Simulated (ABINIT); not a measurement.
## BN: band structure with PBE

**What was measured.**

From a printed reference work, monograph, for a bulk crystal of BN at 300 K: band gap 6.4 eV (indirect).

BN:

```
N B
1.0
     0.00000    1.81300    1.81300
     1.81300    0.00000    1.81300
     1.81300    1.81300    0.00000
N B
1 1
Direct
  0.25000 0.25000 0.25000
  0.00000 0.00000 0.00000
```

The cell is a database's computed one.

```yaml
Program: ABINIT 10.8.3 (patched build)
Task: band structure
Functional: PBE
Potentials_or_basis: JTH PAW PBE v2.0
Cutoff: 844 eV
k_mesh: 13 × 13 × 13
Occupations: fermi-dirac, width 0.05 eV
Spin: no spin polarisation
Fine-grid_cutoff: 1442.2 eV
```

```yaml
Pressure: -0.6 GPa
Band_gap_on_the_k_mesh: 4.52 eV, indirect (least direct gap 8.76 eV)
Band_gap_along_the_path: 4.44 eV, indirect (least direct gap 8.76 eV)
Valence_electrons_inside_the_program's_atomic_spheres: N 2.72; B 2.05
```

Levels at the corners of the path, in eV from the valence-band top:
```csv
point,band 1,band 2,band 3,band 4,band 5,band 6,band 7,band 8,band 9
Γ,-20.14,0.00,0.00,0.00,8.76,8.76,8.76,10.18,24.56
X,-14.61,-8.87,-4.87,-4.87,4.44,9.16,17.77,17.77,20.62
W,-14.30,-7.56,-6.90,-6.45,9.56,13.19,14.44,14.50,19.17
K,-14.53,-8.09,-7.60,-4.04,6.87,12.77,15.70,16.54,18.56
Γ,-20.14,0.00,0.00,0.00,8.76,8.76,8.76,10.18,24.56
L,-15.96,-10.62,-1.93,-1.93,10.01,10.64,10.64,15.16,23.31
U,-14.53,-8.09,-7.60,-4.04,6.87,12.77,15.70,16.54,18.56
W,-14.30,-7.56,-6.90,-6.45,9.56,13.19,14.44,14.50,19.17
L,-15.96,-10.62,-1.93,-1.93,10.01,10.64,10.64,15.16,23.31
K,-14.53,-8.09,-7.60,-4.04,6.87,12.77,15.70,16.54,18.56
```

Wall time 30 s on 1 thread of Arm Neoverse V1, on a shared host, peak memory 0.1 GiB.

A measured gap of BN is 6.4 eV (indirect; 300 K; a printed reference work, monograph); the calculated 4.44 eV misses it by -1.96 eV. The value is that of PBE, without temperature or zero-point motion. Semilocal functionals fall short of measured gaps as a rule. The cell is a database's relaxed one, not the measured one, which moves gaps too.
